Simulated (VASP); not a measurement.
## KMgF3: single point with PBE

Crystal: KMgF3.

```
CELL_PARAMETERS angstrom
4.33007 0.00000 0.00000
0.00000 4.33007 0.00000
0.00000 0.00000 3.37745
ATOMIC_POSITIONS crystal
K 0.50000 0.50000 0.50000
Mg 0.00000 0.00000 0.00000
F 0.50000 0.00000 0.00000
F 0.00000 0.50000 0.00000
F 0.00000 0.00000 0.50000
```

```json
{
 "Program": "VASP 6.6.1",
 "Task": "single point",
 "Functional": "PBE",
 "Potentials or basis": "VASP PAW PBE potentials, release 64 (K_sv, Mg, F)",
 "Cutoff": "520 eV",
 "k mesh": "6 × 6 × 6",
 "Occupations": "gaussian, width 0.05 eV",
 "Spin": "no spin polarisation",
 "Dipole correction": "no",
 "Further INCAR settings": "ALGO = Normal; EDIFF = 1e-06; NBANDS = 24"
}
```

```yaml
Pressure: 12.0 GPa
Band_gap_on_the_k_mesh: 7.19 eV, indirect (least direct gap 7.23 eV)
```

Stress tensor (GPa, compression positive):
```
-2.32  0.00  0.00
 0.00 -2.32  0.00
 0.00  0.00 40.61
```

Levels at points of the mesh, in eV from the valence-band top:
| k point | band 14 | band 15 | band 16 | band 17 | band 18 | band 19 |
| --- | --- | --- | --- | --- | --- | --- |
| (0.00, 0.00, 0.00) | -0.18 | -0.08 | -0.04 | 7.19 | 9.64 | 10.75 |
| (0.50, 0.00, 0.00) | -0.42 | -0.19 | -0.16 | 9.62 | 10.07 | 10.66 |
| (0.50, 0.50, 0.00) | -0.30 | -0.30 | -0.12 | 10.60 | 10.63 | 11.95 |
| (0.00, 0.00, 0.50) | -0.75 | -0.41 | -0.41 | 10.71 | 10.97 | 12.38 |
| (0.50, 0.00, 0.50) | -0.58 | -0.47 | -0.13 | 10.58 | 12.23 | 12.32 |
| (0.50, 0.50, 0.50) | -0.02 | 0.00 | 0.00 | 10.13 | 10.13 | 10.50 |

Wall time 67 s on 1 thread of AMD EPYC 7R43 64-Core Processor (Zen 3), with other jobs on the host, peak memory 0.17 GiB.

A k mesh can miss the band edges. Expect the measured gap to be larger: semilocal functionals such as PBE lack the derivative discontinuity.
